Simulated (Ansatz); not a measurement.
# SiC: the order of phases at one pressure, part 2 of 2

Aim: bring SiC in several structures (rocksalt, CsCl, zincblende, wurtzite, NiAs) to one pressure and rank them by enthalpy. The pressure is set by scaling the first phase. Methods of the runs shown: LAPW. Companion runs by PAW are cited.

Ansatz 0.2.0; DFT PBE; a cell built from a prototype (rocksalt type), not taken from measurement. Earlier steps stand in the parts before.

## Step 4: Zincblende relaxed under pressure, LAPW

Contents of input.yaml:

```yaml
crystal:
  lattice:
    - [0.0, 2.1294802867, 2.1294802867]
    - [2.1294802867, 0.0, 2.1294802867]
    - [2.1294802867, 2.1294802867, 0.0]
  atoms:
    - { symbol: Si, position: [0.0, 0.0, 0.0] }
    - { symbol: C, position: [0.25, 0.25, 0.25] }
kpoints:
  mp_grid: { grid: [16, 16, 16] }
scf:
  occupations: { method: fermi_dirac, width: 0.1 }
hamiltonian:
  xc: pbe
  pseudopotentials: { kind: all_electron, lapw: { basis_error: 0.0005 } }
output:
  forces: true
  stress: true
  eigenvalues: true
relax:
  f_tol: 0.005
  max_steps: 12
  cell: { p_target: 21.0, stress_tol: 0.03 }
```

The run is started by

```
$ ansatz run input.yaml --threads 1 --pin off --max-ram 3584MiB --backend cpu --events-out ev --progress --plain --runs-dir out
```

Output:

```text
The last accepted step is kept in <dir> (removed where the run ends without a failure and the disk answers)
LAPW: plane waves up to 10.590 Å⁻¹, error target 5.0e-4 eV per atom; small_component_spin mean_spin; C in spheres of 0.831 Å, 6 of its electrons in bands, Dirac shells []; Si in spheres of 0.958 Å, 12 of its electrons in bands, Dirac shells []
Engine: ansatz 0.2.0
Pseudopotentials: kind: all_electron
Pseudopotential: Si, LAPW, valence charge 12, Koelling and Harmon's equation, gaussian nucleus
Pseudopotential: C, LAPW, valence charge 6, Koelling and Harmon's equation, gaussian nucleus
Functional definition: PBE
  parameter kappa = 0.804
  parameter beta = 0.06672455060314922
  exchange = pbe_x(kappa = kappa, mu = beta*pi^2/3)
  correlation = pbe_c(beta = beta)
Crystal: 2 atoms, lattice volume = 19.313 Å³
Basis set: ecut = 427.28296591287744 eV, 387 PW (Γ), exchange–correlation at level 2
Bands: 13, of which v1, the nominal top of the filled ones, is band 9 counted from 1 (8 counted from 0)
Symmetry: 24 space group operations
Space group: F-43m (ITA 216), of the structure as read, at distance tolerance 2.7e-5 Å
k-points: 145 of 4096 (time reversal used)
Non-local potential: Si, projectors of the file, none
Non-local potential: C, projectors of the file, none
Initial density: superposition of atomic densities (chi_scale 0.1, normalization cell, long waves kept (reshape's long-wave potential 0.00 eV rms))
Initial wavefunctions: plane waves of lowest kinetic energy (no species holds an atomic orbital)
Functional: x = pbe(κ = 0.804, μ = 0.2195149727645171), c = pbe(β = 0.06672455060314922)
iter 1 solved again at ethr=3.00e-2 eV; its pass at ethr=1.00e-1 eV (dr2=5.41e0 eV) is discarded
SCF iter   1: F=—  HF=-8931.469554 eV  |F-HF|=—  |Δ(HF+E_count)|=         —  Δρ=1.56e-1  dr2=5.41e0  ethr=3.00e-2  ⟨swp⟩=2.0  Hψ=13087  notcnv=0
preconditioner: auto → none  [insulator: Δε(μ)=3.565 eV  Ē_g=15.530 eV  σ=0.100 eV  W_gap=1.00  n_scr=8 (ndim 8)  ℏωp=23.9 eV  f_vac=0.000  D(μ)=0.00/eV (n_scr^D=0)  ε∞_Penn≈3.4]
iter 2 solved again at ethr=9.42e-4 eV; its pass at ethr=3.00e-2 eV (dr2=1.70e-1 eV) is discarded
SCF iter   2: F=—  HF=-8929.514346 eV  |F-HF|=—  |Δ(HF+E_count)|=    1.96e0  Δρ=3.89e-2  dr2=1.70e-1  ethr=9.42e-4  ⟨swp⟩=2.0  Hψ=9838  notcnv=0
SCF iter   3: F=—  HF=-8929.437012 eV  |F-HF|=—  |Δ(HF+E_count)|=         —  Δρ=1.75e-2  dr2=3.37e-2  ethr=9.42e-4  ⟨swp⟩=3.0  Hψ=5370  notcnv=0
the basis was enlarged: its passes take 367.3 KiB over the memory plan, 1 of 1 planned eigensolver slots
SCF iter   4: F=—  HF=-8929.434903 eV  |F-HF|=—  |Δ(HF+E_count)|=   2.11e-3  Δρ=1.21e-3  dr2=1.88e-4  ethr=1.87e-4  ⟨swp⟩=2.0  Hψ=4551  notcnv=0
SCF iter   5: F=—  HF=-8929.434953 eV  |F-HF|=—  |Δ(HF+E_count)|=   5.02e-5  Δρ=2.01e-4  dr2=3.39e-6  ethr=1.05e-6  ⟨swp⟩=3.0  Hψ=4988  notcnv=0
SCF iter   6: F=—  HF=-8929.434958 eV  |F-HF|=—  |Δ(HF+E_count)|=   5.34e-6  Δρ=4.74e-5  dr2=2.67e-7  ethr=1.88e-8  ⟨swp⟩=3.0  Hψ=5075  notcnv=0
SCF iter   7: F=-8929.434958 eV  HF=-8929.434958 eV  |F-HF|=6.69e-10  |Δ(HF+E_count)|=   3.37e-8  Δρ=2.10e-6  dr2=3.30e-10  ethr=1.48e-9  ⟨swp⟩=3.0  Hψ=4945  notcnv=0
SCF 1 converged in 7 iterations: F = -8929.434958 eV  dr2 = 3.30e-10
relax step   1: F+E_penalty+E_count = -8929.43495827 eV  Δ(F+E_penalty+E_count) = +0.000e0 eV  max|allowed force component| = 1.480e-16 eV/Å  Δτ_max = 0.0000 Å  P = +20.974 GPa  Ω = 19.313 Å³  (7 SCF iters, accepted)
Initial density: handed on by an earlier stage of this run
Initial wavefunctions: those handed on with the density
iter 1 solved again at ethr=1.81e-12 eV; its pass at ethr=1.00e-1 eV (dr2=3.27e-10 eV) is discarded
SCF iter   1: F=—  HF=-8929.434958 eV  |F-HF|=—  |Δ(HF+E_count)|=         —  Δρ=2.09e-6  dr2=3.26e-10  ethr=2.57e-12 (applied; sched 1.81e-12)  ⟨swp⟩=6.1  Hψ=10126  notcnv=0
preconditioner: auto → none  [insulator: Δε(μ)=1.292 eV  Ē_g=14.689 eV  σ=0.100 eV  W_gap=0.99  n_scr=8 (ndim 8)  ℏωp=23.9 eV  f_vac=0.000  D(μ)=0.00/eV (n_scr^D=0)  ε∞_Penn≈3.6]
SCF iter   2: F=-8929.434958 eV  HF=-8929.434958 eV  |F-HF|=2.29e-10  |Δ(HF+E_count)|=  6.37e-10  Δρ=1.07e-6  dr2=1.16e-10  ethr=2.07e-12 (applied; sched 1.81e-12)  ⟨swp⟩=3.0  Hψ=4996  notcnv=0
SCF 2 converged in 2 iterations: F = -8929.434958 eV  dr2 = 1.16e-10
relax step   2: F+E_penalty+E_count = -8929.43495827 eV  Δ(F+E_penalty+E_count) = -7.640e-11 eV  max|allowed force component| = 1.758e-16 eV/Å  Δτ_max = 0.0000 Å  P = +20.974 GPa  Ω = 19.313 Å³  stress off target by 2.58e-2 GPa  SCF on the basis re-selected at this cell (its energy is not comparable with the rows above)  (2 SCF iters)
basis re-selected at this cell: Δ(F+E_penalty+E_count) = -7.640e-11 eV, ΔP = -0.000 GPa vs the last step (what re-selecting the basis moved, after the strain that the cell walked since its last selection, with what the two solves' SCF thresholds leave and, on support functions, any second-order correction that the steps lacked; it is no measure of the basis error at this ecutwfc). This SCF's stress stands 2.58e-2 GPa from its target on what of the cell is left free (relax.cell.stress_tol is 3.00e-2 GPa) and its largest allowed force component is 1.76e-16 eV/Å (relax.f_tol is 5.00e-3 eV/Å): within both
SCF converged after 2 iterations
Free energy (F): -8929.434958 eV
Harris-Foulkes:  -8929.434958 eV  (|F-HF|=2.29e-10)
Internal energy: -8929.434938 eV  (E = F + TS)
E sigma→0 (E₀):  -8929.434948 eV
Entropy (-TS):   -0.000020 eV (-0.010 meV/atom)
Fermi energy:    12.497096 eV
--- Per-component energies (eV) ---
  E_band       = -1163.395336
  E_kinetic    = 8954.963681
  E_xc         = -719.071489
  E_electrostatic = -17165.327130  (all electrons and nuclei)
  E_smearing   = -0.000020  (= −TS)
  E_closure    = 0.000000  (closes the sum)
  E_atoms      = -8914.489707  (free atoms, spherical and without spin; not in F)
  Σ components = -8929.434958   (vs F -8929.434958, Δ=0.00e0)
  Basis errors (estimates in eV, not in F): energy 2.7e-4 per atom: plane waves 2.5e-4 (1.5e-4 summed), levels above the bands 3.5e-48, relativity 9.9e-9, radial functions 2.0e-5, core shells 5.8e-13; eigenvalues (radial functions only) 5.4e-7; not estimated: angular momenta, meshes, grids; target (lapw.basis_error) 5.0e-4; muffin-tin radii C 0.831 Å, Si 0.958 Å
--- Forces (eV/Å), atoms counted from 1 ---
  atom   1  Si     0.00000000    -0.00000000    -0.00000000
  atom   2  C     -0.00000000     0.00000000     0.00000000
  max |Σ_I F_I| component: 1.85e-17 eV/Å
--- Stress (GPa, compression-positive) ---
       20.974153      -0.000000      -0.000000
       -0.000000      20.974153       0.000000
       -0.000000       0.000000      20.974153
  P = ⅓ Tr σ = 20.9742 GPa (209.742 kbar)
--- Band table (eV; the first three rows and the last of 145) ---
  k-point 0: bands = ["-251.4531", "-121.1953", "-77.2320", "-77.2320", "-77.2320", "-4.2186", "11.7390", "11.7390", "11.7390", "18.7739", "19.5358", "19.5358", "19.5358"]
  k-point 1: bands = ["-251.4531", "-121.1953", "-77.2321", "-77.2320", "-77.2320", "-4.1378", "11.3111", "11.6838", "11.6838", "18.9044", "19.6358", "19.6433", "19.6433"]
  k-point 2: bands = ["-251.4531", "-121.1953", "-77.2323", "-77.2320", "-77.2320", "-3.8968", "10.2326", "11.5354", "11.5354", "18.8572", "19.8995", "19.8995", "20.2087"]
  k-point 144: bands = ["-251.4531", "-121.1950", "-77.2337", "-77.2336", "-77.2330", "1.4010", "4.6153", "6.4300", "6.7817", "17.0457", "21.7463", "21.8281", "21.9591"]
--- Relaxed structure (1 steps of the walk, 1 accepted, 1 SCFs on fresh bases) ---
  F+E_penalty+E_count = -8929.43495827 eV   max|allowed force component| = 1.758e-16 eV/Å   (the final SCF, on the basis selected at the relaxed cell)
  cell:  # Å, volume = 19.3131 Å³
    - [0.0, 2.1294802867, 2.1294802867]
    - [2.1294802867, 0.0, 2.1294802867]
    - [2.1294802867, 2.1294802867, 0.0]
  atoms:
    - { symbol: Si, position: [0.0, 0.0, 0.0] }
    - { symbol: C, position: [0.24999999999999997, 0.24999999999999997, 0.24999999999999997] }
```

Wall time 48 s (1 thread of Intel Xeon Platinum 8259CL at 2.50GHz (Skylake/Cascade Lake), shared host); peak memory 0.43 GiB.

Relaxation path:

| step | energy from step 1 (eV/cell) | largest force component (eV/Å) | pressure (GPa) | volume (Å³) |
| --- | --- | --- | --- | --- |
| 1 | 0.0000 | 0.0000 | 20.97 | 19.31 |
| 2 | 0.0000 | 0.0000 | 20.97 | 19.31 |

Step 1 is the start. Step 2 repeats the geometry before on a plane-wave basis chosen anew for that cell, so the energy can jump there without any move; the table keeps such jumps.

| input's cell | before | after | change |
| --- | --- | --- | --- |
| a (Å) | 3.012 | 3.012 | -0.0 % |
| b (Å) | 3.012 | 3.012 | -0.0 % |
| c (Å) | 3.012 | 3.012 | -0.0 % |
| volume (Å³/atom) | 9.66 | 9.66 | -0.0 % |

Read from it: pressure 20.97 GPa; gap on the k mesh 1.29 eV.

## Step 5: Wurtzite at the cell that PAW relaxed, LAPW

Contents of input.yaml:

```yaml
crystal:
  lattice:
    - [3.007703702, 0.0, 0.0]
    - [-1.503851851, 2.604747813, 0.0]
    - [0.0, 0.0, 4.932305059]
  atoms:
    - { symbol: Si, position: [0.3333333333, 0.6666666667, 0.0001010801] }
    - { symbol: Si, position: [0.6666666667, 0.3333333333, 0.5001010801] }
    - { symbol: C, position: [0.3333333333, 0.6666666667, 0.3758989199] }
    - { symbol: C, position: [0.6666666667, 0.3333333333, 0.8758989199] }
kpoints:
  mp_grid: { grid: [12, 12, 7] }
scf:
  occupations: { method: fermi_dirac, width: 0.1 }
hamiltonian:
  xc: pbe
  pseudopotentials: { kind: all_electron, lapw: { basis_error: 0.0005 } }
output:
  forces: true
  stress: true
  eigenvalues: true
  populations: true
```

The run is started by

```
$ ansatz run input.yaml --threads 1 --pin off --max-ram 3584MiB --backend cpu --events-out ev --progress --plain --runs-dir out
```

Output:

```text
Si: projections on atomic orbitals take those of the free atom 1s2 2s2 2p6 3s2 3p2, of charge +0.00 (hamiltonian.pseudopotentials.projection_atoms)
C: projections on atomic orbitals take those of the free atom 1s2 2s2 2p2, of charge +0.00 (hamiltonian.pseudopotentials.projection_atoms)
LAPW: plane waves up to 10.262 Å⁻¹, error target 5.0e-4 eV per atom; small_component_spin mean_spin; C in spheres of 0.859 Å, 6 of its electrons in bands, Dirac shells []; Si in spheres of 0.982 Å, 12 of its electrons in bands, Dirac shells []
[... 9 set-up lines as earlier in the session ...]
Crystal: 4 atoms, lattice volume = 38.641 Å³
Basis set: ecut = 401.2170677170577 eV, 701 PW (Γ), exchange–correlation at level 2
Bands: 22, of which v1, the nominal top of the filled ones, is band 18 counted from 1 (17 counted from 0)
Symmetry: 12 space group operations
Space group: P63mc (ITA 186), of the structure as read, at distance tolerance 3.4e-5 Å
k-points: 76 of 1008 (time reversal used)
[... 5 set-up lines as earlier in the session ...]
iter 1 solved again at ethr=2.91e-2 eV; its pass at ethr=1.00e-1 eV (dr2=1.05e1 eV) is discarded
SCF iter   1: F=—  HF=-17862.943930 eV  |F-HF|=—  |Δ(HF+E_count)|=         —  Δρ=1.54e-1  dr2=1.05e1  ethr=2.91e-2  ⟨swp⟩=2.0  Hψ=11726  notcnv=0
preconditioner: auto → none  [insulator: Δε(μ)=4.647 eV  Ē_g=13.456 eV  σ=0.100 eV  W_gap=1.00  n_scr=10 (ndim 8)  ℏωp=23.9 eV  f_vac=0.000  D(μ)=0.00/eV (n_scr^D=0)  ε∞_Penn≈4.2]
iter 2 solved again at ethr=8.36e-4 eV; its pass at ethr=2.91e-2 eV (dr2=3.01e-1 eV) is discarded
SCF iter   2: F=—  HF=-17859.013599 eV  |F-HF|=—  |Δ(HF+E_count)|=    3.93e0  Δρ=3.68e-2  dr2=3.02e-1  ethr=8.36e-4  ⟨swp⟩=2.1  Hψ=8722  notcnv=0
SCF iter   3: F=—  HF=-17858.863179 eV  |F-HF|=—  |Δ(HF+E_count)|=         —  Δρ=1.69e-2  dr2=6.66e-2  ethr=8.36e-4  ⟨swp⟩=3.0  Hψ=4884  notcnv=0
the basis was enlarged: its passes take 663.6 KiB over the memory plan, 1 of 1 planned eigensolver slots
SCF iter   4: F=—  HF=-17858.858605 eV  |F-HF|=—  |Δ(HF+E_count)|=   4.57e-3  Δρ=1.33e-3  dr2=4.92e-4  ethr=1.85e-4  ⟨swp⟩=2.0  Hψ=4185  notcnv=0
SCF iter   5: F=—  HF=-17858.858693 eV  |F-HF|=—  |Δ(HF+E_count)|=   8.80e-5  Δρ=1.93e-4  dr2=6.32e-6  ethr=1.37e-6  ⟨swp⟩=3.0  Hψ=4627  notcnv=0
SCF iter   6: F=—  HF=-17858.858702 eV  |F-HF|=—  |Δ(HF+E_count)|=   9.15e-6  Δρ=4.94e-5  dr2=6.06e-7  ethr=1.75e-8  ⟨swp⟩=3.0  Hψ=4786  notcnv=0
SCF iter   7: F=-17858.858702 eV  HF=-17858.858702 eV  |F-HF|=8.22e-10  |Δ(HF+E_count)|=   1.27e-7  Δρ=3.00e-6  dr2=2.15e-9  ethr=1.68e-9  ⟨swp⟩=3.0  Hψ=4641  notcnv=0
SCF 1 converged in 7 iterations: F = -17858.858702 eV  dr2 = 2.15e-9
SCF converged after 7 iterations
Free energy (F): -17858.858702 eV
Harris-Foulkes:  -17858.858702 eV  (|F-HF|=8.22e-10)
Internal energy: -17858.858702 eV  (E = F + TS)
E sigma→0 (E₀):  -17858.858702 eV
Entropy (-TS):   -0.000001 eV (-0.000 meV/atom)
Fermi energy:    13.050091 eV
--- Per-component energies (eV) ---
  E_band       = -2326.950219
  E_kinetic    = 17909.922572
  E_xc         = -1438.197043
  E_electrostatic = -34330.584231  (all electrons and nuclei)
  E_smearing   = -0.000001  (= −TS)
  E_closure    = 0.000000  (closes the sum)
  E_atoms      = -17828.979414  (free atoms, spherical and without spin; not in F)
  Σ components = -17858.858702   (vs F -17858.858702, Δ=0.00e0)
  Basis errors (estimates in eV, not in F): energy 2.8e-4 per atom: plane waves 2.6e-4 (1.6e-4 summed), levels above the bands 6.6e-31, relativity 7.5e-9, radial functions 2.4e-5, core shells 3.5e-13; eigenvalues (radial functions only) 1.3e-6; not estimated: angular momenta, meshes, grids; target (lapw.basis_error) 5.0e-4; muffin-tin radii C 0.859 Å, Si 0.982 Å
--- Forces (eV/Å), atoms counted from 1 ---
  atom   1  Si     0.00000000    -0.00000000     0.00045142
  atom   2  Si    -0.00000000     0.00000000     0.00045142
  atom   3  C      0.00000000    -0.00000000    -0.00047451
  atom   4  C      0.00000000     0.00000000    -0.00047451
  max |Σ_I F_I| component: 4.62e-5 eV/Å
--- Stress (GPa, compression-positive) ---
       20.973836       0.000000       0.000000
        0.000000      20.973836       0.000000
        0.000000       0.000000      21.002724
  P = ⅓ Tr σ = 20.9835 GPa (209.835 kbar)
--- Band table (eV; the first three rows and the last of 76) ---
  k-point 0: bands = ["-251.4372", "-251.4372", "-121.2095", "-121.2093", "-77.2526", "-77.2503", "-77.2453", "-77.2453", "-77.2449", "-77.2449", "-4.2364", "-0.4024", "2.7894", "10.5355", "10.5355", "11.7784", "11.8884", "11.8884", "17.2580", "18.8135", "18.9593", "18.9593"]
  k-point 1: bands = ["-251.4372", "-251.4372", "-121.2095", "-121.2093", "-77.2525", "-77.2504", "-77.2453", "-77.2453", "-77.2449", "-77.2449", "-4.1310", "-0.8730", "3.4286", "10.5934", "10.5934", "11.2210", "11.8109", "11.8109", "17.3516", "18.9792", "18.9792", "19.1949"]
  k-point 2: bands = ["-251.4372", "-251.4372", "-121.2095", "-121.2094", "-77.2522", "-77.2507", "-77.2452", "-77.2452", "-77.2450", "-77.2450", "-3.8170", "-1.7504", "4.8037", "9.8720", "10.7599", "10.7599", "11.6002", "11.6002", "17.6288", "19.0951", "19.0951", "19.3274"]
  k-point 75: bands = ["-251.4372", "-251.4372", "-121.2093", "-121.2093", "-77.2514", "-77.2514", "-77.2465", "-77.2464", "-77.2464", "-77.2463", "0.8689", "0.8689", "3.9789", "3.9789", "5.6069", "6.2307", "10.0054", "10.0054", "17.2449", "17.4530", "17.4530", "18.7716"]
--- Löwdin populations: 4 sites ---
  site symbol       q [e]
     0     Si     12.8846
     1     Si     12.8846
     2      C      7.0358
     3      C      7.0358
  spilling = 0.003982 (of n_electrons = 40.000000)
```

Wall time 49 s (1 thread of Intel Xeon Platinum 8259CL at 2.50GHz (Skylake/Cascade Lake), shared host); peak memory 0.47 GiB.

This run gives: pressure 20.98 GPa; gap on the k mesh 2.15 eV.

## Step 6: NiAs at the cell that PAW relaxed, LAPW

Contents of input.yaml:

```yaml
crystal:
  lattice:
    - [2.7977404829, 0.0, 0.0]
    - [-1.3988702414, 2.4229143314, 0.0]
    - [0.0, 0.0, 4.6541637598]
  atoms:
    - { symbol: Si, position: [0.0, 0.0, 0.0] }
    - { symbol: Si, position: [0.0, 0.0, 0.5] }
    - { symbol: C, position: [0.3333333333, 0.6666666667, 0.25] }
    - { symbol: C, position: [0.6666666667, 0.3333333333, 0.75] }
kpoints:
  mp_grid: { grid: [12, 12, 7] }
scf:
  occupations: { method: fermi_dirac, width: 0.1 }
hamiltonian:
  xc: pbe
  pseudopotentials: { kind: all_electron, lapw: { basis_error: 0.0005 } }
output:
  forces: true
  stress: true
  eigenvalues: true
  populations: true
```

The run is started by

```
$ ansatz run input.yaml --threads 1 --pin off --max-ram 3584MiB --backend cpu --events-out ev --progress --plain --runs-dir out
```

Output (excerpt; [...] marks lines left out):

```text
Si: projections on atomic orbitals take those of the free atom 1s2 2s2 2p6 3s2 3p2, of charge +0.00 (hamiltonian.pseudopotentials.projection_atoms)
C: projections on atomic orbitals take those of the free atom 1s2 2s2 2p2, of charge +0.00 (hamiltonian.pseudopotentials.projection_atoms)
LAPW: plane waves up to 9.420 Å⁻¹, error target 5.0e-4 eV per atom; small_component_spin mean_spin; C in spheres of 0.943 Å, 6 of its electrons in bands, Dirac shells []; Si in spheres of 1.048 Å, 12 of its electrons in bands, Dirac shells []
[...]
[... 4 set-up lines as earlier in the session ...]
[...]
Crystal: 4 atoms, lattice volume = 31.549 Å³
[...]
SCF converged after 7 iterations
Free energy (F): -17855.804759 eV
[...]
E sigma→0 (E₀):  -17855.799382 eV
Entropy (-TS):   -0.010754 eV (-2.689 meV/atom)
Fermi energy:    16.445656 eV
[...]
--- Forces (eV/Å), atoms counted from 1 ---
  atom   1  Si    -0.00000000     0.00000000    -0.00000000
  atom   2  Si     0.00000000     0.00000000     0.00000000
  atom   3  C      0.00000000    -0.00000000     0.00000000
  atom   4  C      0.00000000    -0.00000000    -0.00000000
[...]
--- Stress (GPa, compression-positive) ---
       21.185965      -0.000000      -0.000000
       -0.000000      21.185965      -0.000000
       -0.000000      -0.000000      21.236372
  P = ⅓ Tr σ = 21.2028 GPa (212.028 kbar)
--- Band table (eV; the first three rows and the last of 76) ---
[... band rows left out ...]
[...]
--- Löwdin populations: 4 sites ---
  site symbol       q [e]
     0     Si     12.8423
     1     Si     12.8423
     2      C      7.0231
     3      C      7.0231
  spilling = 0.006730 (of n_electrons = 40.000000)
```

It took 30 s on 1 thread of Intel Xeon Platinum 8259CL at 2.50GHz (Skylake/Cascade Lake), shared host; peak memory 0.47 GiB.

In short: pressure 21.20 GPa; no gap.

## Step 7: All runs together

Rows by PAW come from runs of the same series that aren't printed here.

Enthalpy per atom, H = F + pV at p = 21 GPa, from each method's lowest phase:

```
             method       start  space group, start → end  volume (Å³/atom)  pressure (GPa)  enthalpy (meV/atom)
               LAPW    rocksalt             Fm-3m → Fm-3m             7.767            21.0                472.7
               LAPW        CsCl             Pm-3m → Pm-3m             8.348            21.0               1892.0
               LAPW  zincblende             F-43m → F-43m             9.657            21.0                  0.0
LAPW, at PAW's cell    wurtzite                    P6_3mc             9.660            21.0                  3.3
LAPW, at PAW's cell        NiAs                  P6_3/mmc             7.887            21.2                534.4
                PAW    rocksalt             Fm-3m → Fm-3m             7.763            21.0                471.0
                PAW        CsCl             Pm-3m → Pm-3m             8.343            21.0               1892.7
                PAW  zincblende             F-43m → F-43m             9.657            21.0                  0.0
                PAW    wurtzite           P6_3mc → P6_3mc             9.660            21.0                  3.2
                PAW        NiAs       P6_3/mmc → P6_3/mmc             7.887            21.0                533.0
```

## Step 8: Results

This closing draws on all 2 parts.

| quantity | value |
| --- | --- |
| pressure | 21 GPa |
| lowest (LAPW) | zincblende, 3.3 meV/atom under wurtzite |
| lowest (PAW) | zincblende, 3.2 meV/atom under wurtzite |

By LAPW the order is zincblende < wurtzite < rocksalt < NiAs < CsCl. By PAW the order is zincblende < wurtzite < rocksalt < NiAs < CsCl. The methods agree on the lowest phase. Only these structures were tried, with electrons smeared by 0.1 eV and without vibrations, so the true ground state may be another. The k meshes differ between phases and weren't tested, which can move differences by some meV.
